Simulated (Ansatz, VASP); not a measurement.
Given: the input of a run of VASP 6.6.1 on BaTiO3.

The input INCAR:

```
  PREC = Accurate
  ENCUT = 600
  EDIFF = 1E-7
  ISMEAR = -1
  SIGMA = 0.05
  LREAL = F
  LASPH = T
  NELM = 80
  ALGO = Fast
  ISIF = 3
  LWAVE = F
  LCHARG = F
  GGA = PE
  IVDW = 12
  IBRION = 2
  NSW = 40
  EDIFFG = -0.02
```

The input KPOINTS:

```
regular mesh
0
Gamma
  7 7 7
```

File POSCAR:

```
BaTiO3
1.0
    3.9998000000      0.0000000000      0.0000000000
    0.0000000000      3.9998000000      0.0000000000
    0.0000000000      0.0000000000      4.0180000000
Ba Ti O
1 1 3
Direct
    0.0000000000      0.0000000000      0.0000000000
    0.5000000000      0.5000000000      0.4900000000
    0.0000000000      0.5000000000      0.5170000000
    0.5000000000      0.0000000000      0.5170000000
    0.5000000000      0.5000000000      0.0190000000
```

Potentials or basis: VASP PAW PBE potentials, release 64 (Ba_sv, Ti_sv, O).

Run with:

```sh
$ cat potpaw_PBE.64/Ba_sv/POTCAR potpaw_PBE.64/Ti_sv/POTCAR potpaw_PBE.64/O/POTCAR > POTCAR
$ mpirun -np 1 vasp_std > vasp.out
```

Task: Translate it to Ansatz 0.2.0. Potentials there: Ansatz PAW.

Result: As run (the cutoff follows the program's own potentials):

input.yaml

```yaml
crystal:
  lattice:
    - [3.9998, 0.0, 0.0]
    - [0.0, 3.9998, 0.0]
    - [0.0, 0.0, 4.018]
  atoms:
    - { symbol: Ba, position: [0.0, 0.0, 0.0] }
    - { symbol: Ti, position: [0.5, 0.5, 0.49] }
    - { symbol: O, position: [0.0, 0.5, 0.517] }
    - { symbol: O, position: [0.5, 0.0, 0.517] }
    - { symbol: O, position: [0.5, 0.5, 0.019] }
hamiltonian:
  xc: pbe
  pseudopotentials: { kind: paw }
  dispersion: d3bj
kpoints:
  mp_grid: { grid: [7, 7, 7] }
scf:
  occupations: { method: fermi_dirac, width: 0.05 }
output:
  forces: true
  stress: true
relax:
  f_tol: 0.01
  max_steps: 40
  cell: { stress_tol: 0.05 }
```

Potentials or basis: Ansatz PAW.

Run with:

```sh
$ ansatz run input.yaml --threads 2 --pin off --max-ram 5632MiB --backend cpu --events-out ev --progress --plain --runs-dir out
```

Both were run:

|  | VASP | Ansatz | Ansatz less VASP |
| --- | --- | --- | --- |
| relaxed volume (Å³/atom) | 13.06 | 12.92 | -0.135 |
| relaxed cell length with the largest relative difference (Å) | 4.114 | 4.092 | -0.0215 |
| energy change over the relaxation (meV/atom) | -3 | -3 | +0.3 |

Caveats: the plane-wave basis is chosen anew once the cell has moved, so the energies of steps on either side of that aren't comparable (Ansatz); the pressure holds a Pulay correction of +0.5 GPa for the finite cutoff (Ansatz). Zero-point motion and thermal expansion aren't in these numbers. A k mesh can miss the band edges.
